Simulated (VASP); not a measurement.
# Al (Im-3m) in VASP: density of states with PBE

Aim: the density of states of Al with PBE.

All numbers are computed with VASP 6.6.1; they aren't measurements. Logs are shortened: lines on timing, memory, paths and dates and some standing lists are left out, and cuts for length are marked.

## (1) Starting point

Symmetry: Im-3m, No. 229, cubic system. The conventional cell has a = 3.236 Å, b = 3.236 Å, c = 3.236 Å, α = 90.00°, β = 90.00°, γ = 90.00°. Al (site symmetry m-3m) is surrounded by 8 Al at 2.80 Å.

The cell was built by a generator and needn't be a form met in nature.

## (2) Density of states, PBE

POSCAR

```
Al
1.0
   -1.6179561520      1.6179561520      1.6179561520
    1.6179561520     -1.6179561520      1.6179561520
    1.6179561520      1.6179561520     -1.6179561520
Al
1
Direct
    0.0000000000      0.0000000000      0.0000000000
```

INCAR.step1

```
ALGO     = Fast           # electronic algorithm
EDIFF    = 1E-7           # SCF threshold, eV
ENCUT    = 520            # plane-wave cutoff, eV
GGA      = PE             # functional
ISIF     = 2              # what is computed and relaxed
ISMEAR   = 0              # smearing method
LASPH    = True           # aspherical terms in the spheres
LCHARG   = True           # write CHGCAR
LREAL    = False          # projectors in reciprocal space
LWAVE    = False          # write WAVECAR
NBANDS   = 8              # bands
NELM     = 80             # most SCF steps
PREC     = Accurate       # precision mode
SIGMA    = 0.05           # smearing width, eV
```

KPOINTS.step1

```
k-points
0
Gamma
  18 18 18
```

INCAR.step2

```
ALGO     = Fast           # electronic algorithm
EDIFF    = 1E-7           # SCF threshold, eV
ENCUT    = 520            # plane-wave cutoff, eV
GGA      = PE             # functional
ICHARG   = 11             # starting density
ISIF     = 2              # what is computed and relaxed
ISMEAR   = -5             # smearing method
LASPH    = True           # aspherical terms in the spheres
LCHARG   = False          # write CHGCAR
LORBIT   = 11             # projections on sites
LREAL    = False          # projectors in reciprocal space
LWAVE    = False          # write WAVECAR
NBANDS   = 8              # bands
NEDOS    = 1001           # points of the DOS
NELM     = 80             # most SCF steps
PREC     = Accurate       # precision mode
SIGMA    = 0.05           # smearing width, eV
```

KPOINTS.step2

```
k-points
0
Gamma
  27 27 27
```

Potentials or basis: VASP PAW PBE potentials, release 64 (Al).

On the command line:

```console
cat potpaw_PBE.64/Al/POTCAR > POTCAR
cp INCAR.step1 INCAR
cp KPOINTS.step1 KPOINTS
mpirun -np 1 vasp_std > vasp.out
cp INCAR.step2 INCAR
cp KPOINTS.step2 KPOINTS
mpirun -np 1 vasp_std > vasp.out
```

OUTCAR:

```text
EDIFF = 1E-7
   ENCUT = 520
   GGA = PE
   ICHARG = 11
   ISIF = 2
   ISMEAR = -5
   LASPH = True
   LORBIT = 11
   LREAL = False
   NELM = 80
   PREC = Accurate

 ion  position               nearest neighbor table
   1  0.000  0.000  0.000-

  LATTYP: Found a body centered cubic cell.
 ALAT       =     3.2359123040

  Lattice vectors:

 A1 = (  -1.6179561520,   1.6179561520,   1.6179561520)
 A2 = (   1.6179561520,  -1.6179561520,   1.6179561520)
 A3 = (   1.6179561520,   1.6179561520,  -1.6179561520)

Analysis of symmetry for initial positions (statically):
=====================================================================
 Subroutine PRICEL returns:
 Original cell was already a primitive cell.

 Routine SETGRP: Setting up the symmetry group for a
 body centered cubic supercell.

 Subroutine GETGRP returns: Found 48 space group operations
 (whereof 48 operations were pure point group operations)
 out of a pool of 48 trial point group operations.

The static configuration has the point symmetry O_h .

Analysis of symmetry for dynamics (positions and initial velocities):
=====================================================================
 Subroutine PRICEL returns:
 Original cell was already a primitive cell.

 Routine SETGRP: Setting up the symmetry group for a
 body centered cubic supercell.

 Subroutine GETGRP returns: Found 48 space group operations
 (whereof 48 operations were pure point group operations)
 out of a pool of 48 trial point group operations.

The dynamic configuration has the point symmetry O_h .

 Subroutine INISYM returns: Found 48 space group operations
 (whereof 48 operations are pure point group operations),
 and found     1 'primitive' translations

----------------------------------------------------------------------------------------

                                     Primitive cell

  volume of cell :      16.9418

  direct lattice vectors                    reciprocal lattice vectors
    -1.617956152  1.617956152  1.617956152     0.000000000  0.309031861  0.309031861
     1.617956152 -1.617956152  1.617956152     0.309031861  0.000000000  0.309031861
     1.617956152  1.617956152 -1.617956152     0.309031861  0.309031861  0.000000000

  length of vectors
     2.802382260  2.802382260  2.802382260     0.437037048  0.437037048  0.437037048

  position of ions in fractional coordinates (direct lattice)
     0.000000000  0.000000000  0.000000000

  ion indices of the primitive-cell ions
   primitive index   ion index
                 1           1

----------------------------------------------------------------------------------------

 KPOINTS: k-points

Automatic generation of k-mesh.
 Grid dimensions read from file:
 generate k-points for:   27   27   27

 Generating k-lattice:

  Cartesian coordinates                     Fractional coordinates (reciprocal lattice)
     0.000000000  0.011445624  0.011445624     0.037037037  0.000000000  0.000000000
     0.011445624  0.000000000  0.011445624     0.000000000  0.037037037  0.000000000
     0.011445624  0.011445624  0.000000000     0.000000000  0.000000000  0.037037037

  Length of vectors
     0.016186557  0.016186557  0.016186557

  Shift w.r.t. Gamma in fractional coordinates (k-lattice)
     0.000000000  0.000000000  0.000000000

 TETIRR: Found  23679 inequivalent tetrahedra from   118098

 Subroutine IBZKPT returns following result:
 ===========================================

 Found    560 irreducible k-points:

 Following reciprocal coordinates:
            Coordinates               Weight
  0.000000  0.000000  0.000000      1.000000
  0.037037  0.000000  0.000000     12.000000
  0.074074  0.000000  0.000000     12.000000
  0.111111  0.000000  0.000000     12.000000
  0.148148  0.000000  0.000000     12.000000
  0.185185  0.000000  0.000000     12.000000
[... 16 lines left out ...]
  0.333333  0.037037 -0.000000     48.000000
  0.370370  0.037037  0.000000     48.000000
 [... further k-points ...]
   k-points           NKPTS =    560   k-points in BZ     NKDIM =    560   number of bands    NBANDS=      8
   number of dos      NEDOS =   1001   number of ions     NIONS =      1
   total plane-waves  NPLWV =  13824
   dimension x,y,z NGX =    24 NGY =   24 NGZ =   24
   dimension x,y,z NGXF=    48 NGYF=   48 NGZF=   48
   ions per type =               1
   NGX,Y,Z   is equivalent  to a cutoff of  14.24, 14.24, 14.24 a.u.
   NGXF,Y,Z  is equivalent  to a cutoff of  28.48, 28.48, 28.48 a.u.
 SYSTEM =  unknown system
   PREC   = accura    normal or accurate (medium, high low for compatibility)
   ISTART =      0    job   : 0-new  1-cont  2-samecut
   ICHARG =     11    charge: 1-file 2-atom 10-const
   ISPIN  =      1    spin polarized calculation?
   LNONCOLLINEAR =      F non collinear calculations
   LSORBIT =      F    spin-orbit coupling
   LASPH  =      T    aspherical Exc in radial PAW
   ENCUT  =  520.0 eV  38.22 Ry    6.18 a.u.   5.21  5.21  5.21*2*pi/ulx,y,z
   NELM   =     80;   NELMIN=  2; NELMDL=  0     # of ELM steps
   EDIFF  = 0.1E-06   stopping-criterion for ELM
   LREAL  =      F    real-space projection
   EDIFFG = 0.1E-05   stopping-criterion for IOM
   NSW    =      0    number of steps for IOM
   IBRION =     -1    ionic relax: 0-MD 1-quasi-New 2-CG
   NFREE  =      0    steps in history (QN), initial steepest desc. (CG)
   ISIF   =      2    stress and relaxation
   ISYM   =      2    0-nonsym 1-usesym 2-fastsym
   POTIM  = 0.5000    time-step for ionic-motion
   TEBEG  =    0.0;   TEEND  =   0.0 temperature during run
   PSTRESS=    0.0 pullay stress
   NELECT =       3.0000    total number of electrons
   NUPDOWN=      -1.0000    fix difference up-down
   EMIN   =  10.00;   EMAX   =-10.00  energy-range for DOS
   EFERMI =   0.00;   METHOD = LEGACY
   ISMEAR =    -5;   SIGMA  =   0.05  broadening in eV -4-tet -1-fermi 0-gaus
   EFERMI_NEDOS =   21; number of points for ismear=-14 and -15
   IALGO  =     68    algorithm
   IMIX   =      4    mixing-type and parameters
     AMIX     =   0.40;   BMIX     =  1.00
     AMIX_MAG =   1.60;   BMIX_MAG =  1.00
  volume/ion in A,a.u.               =      16.94       114.33
  Fermi-wavevector in a.u.,A,eV,Ry     =   0.919310  1.737243 11.498696  0.845130
  Thomas-Fermi vector in A             =   2.044489
   LORBIT       =     11    0 simple, 1 ext, 2 COOP (PROOUT), +10 PAW based schemes
   GGA     = PE    functional components
   LHFCALC =     F    Hartree Fock is set to
   AEXX    =    0.0000 exact exchange contribution
   IVDW    =     0    specifies the selected vdW correction
   LEPSILON=     F    determine dielectric tensor
   LRPA    =     F    only Hartree local field effects (RPA)
 non-spin polarized calculation
 RMM-DIIS sequential band-by-band and
 Fermi weights with tetrahedron method with Bloechl corrections
  energy-cutoff  :      520.00
  volume of cell :       16.94
 maximum number of plane-waves:       470
 NGX is ok and might be reduce to    24

 number of electron       3.0000000 magnetization

 Free energy of the ion-electron system (eV)
  ---------------------------------------------------
  ext. energy  EPLUGINS =         0.00000000
  ---------------------------------------------------
  free energy    TOTEN  =        -3.65036323 eV

  energy without entropy =       -3.65036323  energy(sigma->0) =       -3.65036323

 E-fermi :   7.7386     XC(G=0): -10.1056

 val. band max:        7.7965611640   @ k =   0.2222   0.2222   0.1852
 cond. band min:       7.5697698247   @ k =  -0.3333  -0.4444   0.1111
 fundamental gap:     -0.2267913393
 Fermi energy:         7.7386221927

 k-point     1 :       0.0000    0.0000    0.0000
  band No.  band energies     occupation
      1      -3.2209      2.00000
      2      20.8374      0.00000
      3      20.8374      0.00000
      4      20.8374      0.00000
      5      22.0472      0.00000
      6      22.0472      0.00000
      7      22.0472      0.00000
      8      23.8443      0.00000

 k-point     2 :       0.0370    0.0000    0.0000
  band No.  band energies     occupation
      1      -3.1821      2.00000
      2      20.2167      0.00000
      3      20.4253      0.00000
      4      20.6670      0.00000
      5      21.8904      0.00000
      6      22.3650      0.00000
      7      22.5242      0.00000
      8      23.3883      0.00000

 k-point     3 :       0.0741    0.0000    0.0000
  band No.  band energies     occupation
      1      -3.0657      2.00000
      2      18.9823      0.00000
      3      19.7534      0.00000
      4      20.2334      0.00000
      5      21.4849      0.00000
      6      22.6151      0.00000
      7      22.9371      0.00000
      8      23.3903      0.00000

 k-point     4 :       0.1111    0.0000    0.0000
  band No.  band energies     occupation
      1      -2.8720      2.00000
      2      17.5383      0.00000
      3      19.0916      0.00000
      4      19.6717      0.00000
      5      20.9567      0.00000
      6      22.0922      0.00000
      7      23.3241      0.00000
      8      23.9524      0.00000

 k-point     5 :       0.1481    0.0000    0.0000
  band No.  band energies     occupation
      1      -2.6011      2.00000
      2      16.0297      0.00000
      3      18.4785      0.00000
      4      19.0749      0.00000
      5      20.3985      0.00000
      6      21.5779      0.00000
      7      23.7663      0.00000
      8      24.1391      0.00000
[... 177 lines left out ...]
 k-point    22 :       0.2963    0.0370    0.0000
  band No.  band energies     occupation
      1      -0.4142      2.00000
      2       9.5776     -0.00043
      3      15.8629      0.00000
      4      16.7834      0.00000
      5      18.6987      0.00000
      6      20.1093      0.00000
      7      25.2311      0.00000
      8      26.8227      0.00000

 k-point    23 :       0.3333    0.0370   -0.0000
  band No.  band energies     occupation
      1       0.2697      2.00000
      2       8.2825      0.02900
      3      15.5628      0.00000
      4      16.4814      0.00000
      5      18.3981      0.00000
      6      19.8377      0.00000
      7      25.8025      0.00000
      8      27.4501      0.00000

 k-point    24 :       0.3704    0.0370    0.0000
  band No.  band energies     occupation
      1       1.0256      2.00000
      2       7.0497      2.03447
      3      15.3281      0.00000
      4      16.2461      0.00000
      5      18.1626      0.00000
      6      19.6209      0.00000
      7      26.4161      0.00000
      8      28.0906      0.00000

 [... further k-points ...]

------------------------ aborting loop because EDIFF is reached ----------------------------------------

  FORCE on cell =-STRESS in cart. coord.  units (eV):
  Direction    XX          YY          ZZ          XY          YZ          ZX
  --------------------------------------------------------------------------------------
  -------------------------------------------------------------------------------------
  Total       -0.0318853     -0.0318853     -0.0318853      0.0000000      0.0000000      0.0000000
  in kB       -3.0153691     -3.0153691     -3.0153691      0.0000000      0.0000000      0.0000000
  external PRESSURE =      -3.0153691 kB  Pullay stress =       0.0000000 kB

 VOLUME and BASIS-vectors are now :
 -----------------------------------------------------------------------------
  energy-cutoff  :      520.00
  volume of cell :       16.94
      direct lattice vectors                 reciprocal lattice vectors
    -1.617956152  1.617956152  1.617956152     0.000000000  0.309031861  0.309031861
     1.617956152 -1.617956152  1.617956152     0.309031861  0.000000000  0.309031861
     1.617956152  1.617956152 -1.617956152     0.309031861  0.309031861  0.000000000

 POSITION                                       TOTAL-FORCE (eV/Angst)
 -----------------------------------------------------------------------------------
      0.00000      0.00000      0.00000         0.000000     -0.000000     -0.000000
 -----------------------------------------------------------------------------------
    total drift:                                0.000000     -0.000000     -0.000000

  FREE ENERGIE OF THE ION-ELECTRON SYSTEM (eV)
  ---------------------------------------------------
  free  energy   TOTEN  =        -3.6503632311 eV

  energy  without entropy=       -3.6503632311  energy(sigma->0) =       -3.65036323

 total charge

# of ion       s       p       d       tot
------------------------------------------
    1        0.447   0.318   0.000   0.765
```

Wall time 29 s (1 thread of Intel Xeon 6975P-C (Granite Rapids), shared host); peak memory 0.2 GiB.

What came out:

| Property | Result |
| --- | --- |
| Valence electrons inside the program's atomic spheres | Al 0.77 |

States per cell in windows of 0.5 eV (zero at the Fermi level; states under -8 eV left out):
```tsv
from (eV)	total	Al1_p	Al1_s	Al1_d
-8.0	0.11	0.01	0.02	0.00
-7.5	0.12	0.01	0.02	0.00
-7.0	0.13	0.01	0.02	0.00
-6.5	0.13	0.01	0.02	0.00
-6.0	0.14	0.01	0.02	0.00
-5.5	0.15	0.02	0.02	0.00
-5.0	0.15	0.02	0.02	0.00
-4.5	0.18	0.02	0.02	0.00
-4.0	0.16	0.02	0.02	0.00
-3.5	0.17	0.02	0.02	0.00
-3.0	0.17	0.02	0.02	0.00
-2.5	0.18	0.02	0.02	0.00
-2.0	0.21	0.03	0.02	0.00
-1.5	0.20	0.03	0.02	0.00
-1.0	0.19	0.03	0.02	0.00
-0.5	0.21	0.03	0.02	0.00
0.0	0.22	0.03	0.02	0.00
0.5	0.23	0.04	0.02	0.00
1.0	0.22	0.04	0.02	0.00
1.5	0.26	0.04	0.02	0.00
2.0	0.25	0.05	0.02	0.00
2.5	0.25	0.05	0.02	0.00
3.0	0.22	0.04	0.02	0.00
3.5	0.24	0.04	0.02	0.00
4.0	0.24	0.04	0.01	0.00
4.5	0.23	0.04	0.01	0.00
5.0	0.26	0.04	0.02	0.00
5.5	0.26	0.04	0.02	0.00
6.0	0.27	0.04	0.02	0.00
6.5	0.26	0.04	0.02	0.00
7.0	0.29	0.05	0.02	0.00
7.5	0.29	0.05	0.02	0.00
```

Caveat: tetrahedron occupations give inexact forces and stress in metals.
